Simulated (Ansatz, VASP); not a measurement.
## Two plane-wave programs on BaTiO3

```
Ba Ti O
1.0
     3.98410    0.00000    0.00000
     0.00000    2.83705    2.81734
     0.00000   -2.83705    2.81734
Ba Ti O
1 1 3
Direct
  0.00000 0.00000 0.00000
  0.50000 0.50790 0.50790
  0.00000 0.49210 0.49210
  0.50000 0.50251 0.99371
  0.50000 0.99371 0.50251
```

Change from the starting cell: zz strain of -1 %, PAW files.

Alike in both runs: task electric field gradients; functional PBEsol; k mesh 8 × 8 × 8; occupations fermi-dirac, width 0.05 eV; no spin polarisation.

```csv
,VASP,Ansatz
version,VASP 6.6.1,Ansatz 0.2.0
potentials or method,"VASP PAW PBE potentials, release 64 (Ba_sv, Ti_sv, O)","PAW with Ansatz's default frozen-core files, scalar-relativistic"
plane-wave cutoff (eV),520,420
valence electrons in the cell,40,40
```

```csv
,VASP,Ansatz,Ansatz less VASP
gap on the k mesh at the Fermi level (eV),1.78,1.84,+0.065
pressure (GPa),-0.8,-2.7,-1.87
largest component of the traceless stress (GPa),0.91,0.88,-0.030
rms of the force components (eV/Å),0.080,0.084,+0.0038
Vzz of the field gradient on the site that differs most (V/Å²),21.2,22.1,+0.94
```

Atom by atom the forces differ by 0.008 eV/Å (rms over components). Ansatz warned: «gradients_without_spin_orbit».

Caveats: the PAW data sets were made with another functional, which shifts forces and pressure a little (VASP); spin-orbit coupling is left out, which moves the levels of the heavy elements. A k mesh can miss the band edges.
